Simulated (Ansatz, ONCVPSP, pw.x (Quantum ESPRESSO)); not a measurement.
# Equation-of-state test of one ONCV potential (Cl)

Cl (Z = 17), optimised norm-conserving Vanderbilt (ONCV), made with ONCVPSP 4.0.1.1 (patched build) (PBE, scalar-relativistic). Core [Ne], reference 3s2 3p5. Waves: 3s: rc 1.35 bohr, ncon 4, nbas 7, qcut 5.3 1/bohr, 2 projectors, debl 1.6 Ha; 3p: rc 1.25 bohr, ncon 4, nbas 8, qcut 7.7 1/bohr, 1 projector. Local part: polynomial inside 1.10 bohr (lpopt 2, dvloc0 3 Ha). Core correction: polynomial model core, fcfact 0.2.

Atomic tests: cutoffs needed: 18 Ha and 56 Ha (the cutoffs (Ha) at which the residual kinetic energy of the hardest occupied pseudo-wave falls to 1 and 0.1 mHa per electron); ghost test: no bound ghost flagged; no localised positive-energy state flagged; largest excitation error: +71 meV (all-electron minus pseudo) for 3s2 3p2, out of 4 test configurations.

Crystal test: bcc Cl in pw.x 7.5, no spin, 13³ k-points, Fermi–Dirac smearing 0.01 Ry, cutoffs 130/520 Ry. The reference is all-electron LAPW (Ansatz 0.2.0) with the same functional, mesh and smearing; V0 and B0 come from Birch–Murnaghan fits to the pressures at five volumes. Errors are pseudo minus all-electron; Δ is the rms difference of the E(V) curves that follow from these fits, minima aligned, over ±6 % about the mean V0. Mesh and smearing are coarse, so the numbers serve the comparison and aren't converged zero-temperature values; the lattice is a test structure that the element need not adopt.

| V (Å³/atom) | P all-electron (GPa) | P pseudo (GPa) |
| --- | --- | --- |
| 20.830 | 1.44 | 2.53 |
| 21.378 | 0.56 | 1.52 |
| 21.926 | -0.18 | 0.67 |
| 22.474 | -0.81 | -0.06 |
| 23.022 | -1.34 | -0.67 |

All-electron: a0 = 3.519 Å (V0 = 21.78 Å³/atom), B0 = 28.3 GPa.

Pseudopotential: mean pressure error (GPa): +0.86; a0 (Å): 3.553; a0 error (%): +0.98; B0 error (%): -2.2; Δ (meV/atom): 4.0. This is a poor potential for the solid.

Q: At the middle volume, how do free energy and pressure move when the wave cutoff is lowered (ecutrho kept at four times it)?

A:

| cutoff (Ry) | shift of F (meV/atom) | shift of P (GPa) |
| --- | --- | --- |
| 58 | +25.5 | -0.29 |
| 78 | +18.6 | +0.11 |
| 104 | +8.6 | -0.18 |

The run at the middle volume (84 k-points, 5 iterations) took about 75 s on one core of a shared host (Neoverse-N1, 64 threads, 124 GiB, load 48).
